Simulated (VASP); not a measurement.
The system is BeS.

```
CELL_PARAMETERS angstrom
0.00000 2.42500 2.42500
2.42500 0.00000 2.42500
2.42500 2.42500 0.00000
ATOMIC_POSITIONS crystal
S 0.75000 0.75000 0.75000
Be 0.00000 0.00000 0.00000
```

Base run:

| Item | Value |
| --- | --- |
| Program | VASP 6.6.1 |
| Functional | PBEsol |
| Potentials or basis | VASP PAW PBE potentials, release 64 (S, Be) |
| Cutoff | 520 eV |
| k mesh | 9 × 9 × 9 |
| Occupations | fermi-dirac, width 0.05 eV |
| Spin | no spin polarisation |

Its results: band gap on the k mesh 3.03 eV, indirect (least direct gap 5.61 eV); pressure -0.6 GPa.

Task: The run is repeated on the same cell with these changes: functional from PBEsol to PBE; occupations from fermi-dirac, width 0.05 eV to gaussian, width 0.012 eV. What comes out?

Result: Band gap on the k mesh 3.20 eV, indirect (least direct gap 5.67 eV); pressure 1.6 GPa.

Caveats: an odd mesh through Γ misses points on the zone boundary, where band edges often lie; the PAW data sets were made with another functional, which shifts forces and pressure a little (some runs).
